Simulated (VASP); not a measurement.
Input of a VASP 6.6.1 run:

File INCAR:

```
SYSTEM = TaC
ALGO     = Fast           ! electronic algorithm
EDIFF    = 1E-7           ! SCF threshold, eV
EDIFFG   = -0.15          ! ionic threshold
ENCUT    = 520            ! plane-wave cutoff, eV
GGA      = PE             ! functional
IBRION   = 2              ! ionic algorithm
ISIF     = 3              ! what is computed and relaxed
ISMEAR   = 0              ! smearing method
LASPH    = .True.         ! aspherical terms in the spheres
LCHARG   = .False.        ! write CHGCAR
LREAL    = .False.        ! projectors in reciprocal space
LWAVE    = .False.        ! write WAVECAR
NELM     = 100            ! most SCF steps
NSW      = 80             ! ionic steps
PREC     = Accurate       ! precision mode
SIGMA    = 0.1            ! smearing width, eV
```

File KPOINTS:

```
k-points
0
Gamma
  16 16 16
  0 0 0
```

The input POSCAR:

```
TaC                                     
1.0
   -0.0000000000      2.2395158342      2.2395158342
    2.2395158342      0.0000000000      2.2395158342
    2.2395158342      2.2395158342      0.0000000000
  Ta              C             
     1     1
Direct
     0.0000000000000000    0.0000000000000000    0.0000000000000000
     0.5000000000000000    0.5000000000000000    0.5000000000000000
```

Potentials or basis: VASP PAW PBE potentials, release 64 (Ta_pv, C).

The run is started by

```sh
$ cat potpaw_PBE.64/Ta_pv/POTCAR potpaw_PBE.64/C/POTCAR > POTCAR
$ mpirun -np 1 vasp_std > vasp.out
```

**Question.** What does it give for the band gap on the k mesh?

**Answer.** None (metal or under the smearing width).

Final structure:
```xyz
2
Lattice="0.0000 2.2395 2.2395 2.2395 0.0000 2.2395 2.2395 2.2395 0.0000" Properties=species:S:1:pos:R:3 pbc="T T T"
Ta    0.0000    0.0000    0.0000
C     2.2395    2.2395    2.2395
```

Caveat: the relaxation stopped at its first step, so nothing moved. The run has no spin-orbit coupling, so splittings on Ta are missing.
